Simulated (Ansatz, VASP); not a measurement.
Two plane-wave programs on BP

INCAR

```
PREC = Accurate
ENCUT = 520
EDIFF = 1E-6
ISMEAR = -1
SIGMA = 0.02
LREAL = False
LASPH = True
NELM = 60
ALGO = Normal
ISIF = 2
LWAVE = False
LCHARG = False
GGA = PE
NBANDS = 16
```

Contents of KPOINTS:

```
Automatic mesh
0
Gamma
  12 12 6
```

Contents of POSCAR:

```
BP
1.0
    3.0799086894      0.0000000000      0.0000000000
   -1.5399543447      2.6672791664      0.0000000000
    0.0000000000      0.0000000000      5.0145727567
B P
2 2
Direct
    0.0000000000      0.0000000000      0.0000000000
    0.0000000000      0.0000000000      0.5000000000
    0.3333333333      0.6666666667      0.2500000000
    0.6666666667      0.3333333333      0.7500000000
```

Input for Ansatz:

```yaml
crystal:
  lattice:
    - [3.0799086894, 0.0, 0.0]
    - [-1.5399543447, 2.6672791664, 0.0]
    - [0.0, 0.0, 5.0145727567]
  atoms:
    - { symbol: B, position: [0.0, 0.0, 0.0] }
    - { symbol: B, position: [0.0, 0.0, 0.5] }
    - { symbol: P, position: [0.3333333333, 0.6666666667, 0.25] }
    - { symbol: P, position: [0.6666666667, 0.3333333333, 0.75] }
kpoints:
  mp_grid: { grid: [12, 12, 6] }
  band_path:
    path:
      - [[0.0, 0.0, 0.0], [0.5, 9.038482309194e-17, 6.188671292045e-34], [0.3333333333333, 0.3333333333333, 3.775317227721e-34], [0.0, 0.0, 0.0], [-2.052625750286e-51, -2.996848181861e-51, 0.5], [0.5, 9.038482309194e-17, 0.5], [0.3333333333333, 0.3333333333333, 0.5], [-2.052625750286e-51, -2.996848181861e-51, 0.5]]
      - [[0.5, 9.038482309194e-17, 0.5], [0.5, 9.038482309194e-17, 6.188671292045e-34]]
      - [[0.3333333333333, 0.3333333333333, 0.5], [0.3333333333333, 0.3333333333333, 3.775317227721e-34]]
    npoints: 10
hamiltonian:
  xc: pbe
scf:
  occupations: { method: fermi_dirac, width: 0.02 }
  n_extra_bands: 5
output:
  forces: true
  stress: true
  eigenvalues: true
```

The cell was built by a generator and needn't be a form met in nature.

Alike in both runs: task single point; functional PBE; k mesh 12 × 12 × 6; occupations fermi-dirac, width 0.02 eV; no spin polarisation.

|  | VASP | Ansatz |
| --- | --- | --- |
| version | VASP 6.6.1 | Ansatz 0.2.0 |
| potentials or method | VASP PAW PBE potentials, release 64 (B, P) | plane waves, PAW |
| plane-wave cutoff (eV) | 520 | 420 |
| valence electrons in the cell | 16 | 16 |

|  | VASP | Ansatz | Ansatz less VASP |
| --- | --- | --- | --- |
| pressure (GPa) | 0.6 | 0.8 | +0.24 |
| largest component of the traceless stress (GPa) | 1.72 | 1.77 | +0.054 |
